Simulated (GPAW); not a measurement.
Runs of GPAW 26.7.0 on Al. The structure is hexagonal, space group P6_3/mmc (No. 194). Conventional cell: a = 2.827 Å, b = 2.827 Å, c = 9.186 Å, α = 90.00°, β = 90.00°, γ = 120.00°. Around Al (site symmetry -6m2) lie 12 Al at 2.82 to 2.83 Å. Al (site symmetry -3m) is surrounded by 12 Al at 2.82 to 2.83 Å. This isn't the form of Al at room conditions, which is fcc.

```csv
task,level,potentials or basis,cell,k mesh,band path,band points,optimizer,fmax,max steps,gap on the mesh (eV),pressure (GPa),V0 of scaled cells (Å³/atom),relaxed volume (Å³/atom),B0 (GPa)
band structure,LDA,"the program's PAW data sets (release 1.2.1) made for this functional, pw",as given,9 × 9 × 3,"GMKGALHA,LM,KH",100,-,-,-,-,-0.2,-,-,-
equation of state,PBEsol,"PAW data sets generated in the run's folder for this functional, pw",as given,11 × 11 × 3,-,-,-,-,-,-,-,16.30,-,(b)
band structure,PBEsol,"PAW data sets generated in the run's folder for this functional, pw",as given,9 × 9 × 3,"GMKGALHA,LM,KH",100,-,-,-,-,1.8,-,-,-
relaxation of cell and atoms,PBEsol+D3(BJ),"PAW data sets generated in the run's folder for this functional, pw",relaxed,9 × 9 × 3,-,-,BFGS,0.02 eV/Å,60,none,0.1,-,15.61,-
relaxation of cell and atoms,PBEsol+D3(BJ)+ATM,"PAW data sets generated in the run's folder for this functional, pw",relaxed,9 × 9 × 3,-,-,BFGS,0.02 eV/Å,60,none,0.2,-,15.66,-
relaxation of cell and atoms,PBEsol+D4,"PAW data sets generated in the run's folder for this functional, pw",relaxed,9 × 9 × 3,-,-,BFGS,0.02 eV/Å,60,none,0.2,-,15.85,-
relaxation of cell and atoms,PBEsol+D3,"PAW data sets generated in the run's folder for this functional, pw",relaxed,9 × 9 × 3,-,-,BFGS,0.02 eV/Å,60,none,0.1,-,15.92,-
equation of state,LDA,"the program's PAW data sets (release 1.2.1) made for this functional, pw",as given,9 × 9 × 3,-,-,-,-,-,-,-,15.86,-,(a)
single point,PBEsol,"PAW data sets generated in the run's folder for this functional, pw",as given,11 × 11 × 3,-,-,-,-,-,none,2.1,-,-,-
relaxation of cell and atoms,PBEsol,"PAW data sets generated in the run's folder for this functional, pw",relaxed,9 × 9 × 3,-,-,BFGS,0.02 eV/Å,60,none,0.0,-,(c),-
```

Alike in all rows: no spin polarisation; cutoff (eV) 600; smearing fermi-dirac 0.05 eV.

Task: Fill in the values left out.

Result: (a) 82; (b) 80; (c) 16.25.

Caveats: later steps reuse the first step's grids (some runs); pairwise dispersion overbinds metals, which lowers pressure and volume (some runs); the cell was scaled at fixed shape and fractional positions, which overstates the stiffness of a crystal with free parameters, most of all of layers and chains (some runs).

A k mesh can miss the band edges.

A gap of «none» marks a metal or a gap under the smearing width.

Not every run made on this cell is shown here.
